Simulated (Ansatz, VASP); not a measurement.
# Two plane-wave programs on SrO

The input INCAR:

```
PREC = Accurate
ENCUT = 520
EDIFF = 1E-6
ISMEAR = 0
SIGMA = 0.05
LREAL = False
LASPH = True
NELM = 80
ALGO = Normal
ISIF = 2
LWAVE = False
LCHARG = True
GGA = PE
LELF = True
LVHAR = True
NBANDS = 15
```

File KPOINTS:

```
regular mesh
0
Gamma
  8 8 8
```

The input POSCAR:

```
SrO
1.0
    0.0000000000      2.5698000000      2.5698000000
    2.5698000000      0.0000000000      2.5698000000
    2.5698000000      2.5698000000      0.0000000000
Sr O
1 1
Direct
    0.0210625682      0.0210625682      0.0210625682
    0.5000000000      0.5000000000      0.5000000000
```

Input for Ansatz:

```yaml
crystal:
  lattice:
    - [0.0, 2.5698, 2.5698]
    - [2.5698, 0.0, 2.5698]
    - [2.5698, 2.5698, 0.0]
  atoms:
    - { symbol: Sr, position: [0.0210625682, 0.0210625682, 0.0210625682] }
    - { symbol: O, position: [0.5, 0.5, 0.5] }
basis:
  ecutwfc: 420
kpoints:
  mp_grid: { grid: [8, 8, 8] }
hamiltonian:
  xc: pbe
scf:
  occupations: { method: gaussian, width: 0.05 }
output:
  forces: true
  stress: true
  eigenvalues: true
```

Change from the starting cell: all Sr atoms moved +0.188 Å, as atom 1 along Cartesian [1 1 1].

Alike in both runs: task single point; functional PBE; k mesh 8 × 8 × 8; occupations gaussian, width 0.05 eV; no spin polarisation.

|  | VASP | Ansatz |
| --- | --- | --- |
| version | VASP 6.6.1 | Ansatz 0.2.0 |
| potentials or method | VASP PAW PBE potentials, release 64 (Sr_sv, O) | scalar-relativistic, plane waves, PAW |
| plane-wave cutoff (eV) | 520 | 420 |
| valence electrons in the cell | 16 | 16 |

Ansatz gave:

* gap on the k mesh at the Fermi level (eV): 3.59
* least direct gap on the mesh (eV): 3.61
* pressure (GPa): 3.8
* largest component of the traceless stress (GPa): 0.19
* rms of the force components (eV/Å): 0.245

Which values does VASP return?

gap on the k mesh at the Fermi level (eV): 3.54; least direct gap on the mesh (eV): 3.57; pressure (GPa): 4.4; largest component of the traceless stress (GPa): 0.20; rms of the force components (eV/Å): 0.262.

Atom by atom the forces differ by 0.016 eV/Å (rms over components).

A k mesh can miss the band edges.
